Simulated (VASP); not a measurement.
Input of a VASP 6.6.1 run:

The input POSCAR:

```
MnO
1.0
    0.0000000000      2.2220003300      2.2220003300
    2.2220003300      0.0000000000      2.2220003300
    2.2220003300      2.2220003300      0.0000000000
Mn O
1 1
Direct
    0.0000000000      0.0000000000      0.0000000000
    0.5000000000      0.5000000000      0.5000000000
```

File INCAR.step1:

```
PREC = Accurate ; ENCUT = 520
EDIFF = 1E-5 ; ISMEAR = -1
SIGMA = 0.05 ; LREAL = False
LASPH = True ; NELM = 100
ALGO = Normal ; ISIF = 2
LWAVE = True ; LCHARG = False
ISPIN = 2 ; MAGMOM = 4 0
LORBIT = 11 ; LMAXMIX = 4
NBANDS = 20 ; GGA = PE
```

The input INCAR.step2:

```
PREC = Accurate ; ENCUT = 520
EDIFF = 1E-6 ; ISMEAR = -1
SIGMA = 0.05 ; LREAL = False
LASPH = True ; NELM = 100
ALGO = Normal ; ISIF = 2
LWAVE = False ; LCHARG = False
ISPIN = 2 ; MAGMOM = 4 0
LORBIT = 11 ; LMAXMIX = 4
GGA = PE ; LHFCALC = True
AEXX = 0.3 ; PRECFOCK = Fast
HFRCUT = -1 ; NBANDS = 20
ISTART = 1
```

File KPOINTS:

```
Automatic mesh
0
Gamma
  5 5 5
```

Potentials or basis: VASP PAW PBE potentials, release 64 (Mn_pv, O).

Run with:

```sh
$ cat potpaw_PBE.64/Mn_pv/POTCAR potpaw_PBE.64/O/POTCAR > POTCAR
$ cp INCAR.step1 INCAR
$ mpirun -np 1 vasp_std > vasp.out
$ cp INCAR.step2 INCAR
$ mpirun -np 1 vasp_std > vasp.out
```

Task: What does it give for the site moments?

Result: Mn +4.60; O +0.19 μB.

Task: What does it give for the pressure?

Result: 1.3 GPa.

Task: Predict the band gap on the k mesh.

Result: 2.76 eV, indirect (least direct gap 5.25 eV).

Task: What does it give for the net moment?

Result: 5.00 μB per cell.

Caveat: the k mesh is coarse (spacing up to 0.49 Å⁻¹), so the values aren't converged, least of all with exact exchange; the PAW data sets were made with another functional, which shifts forces and pressure a little; an odd mesh through Γ misses points on the zone boundary, where band edges often lie; a cell with one magnetic atom can't hold antiferromagnetic order, which such compounds often take.
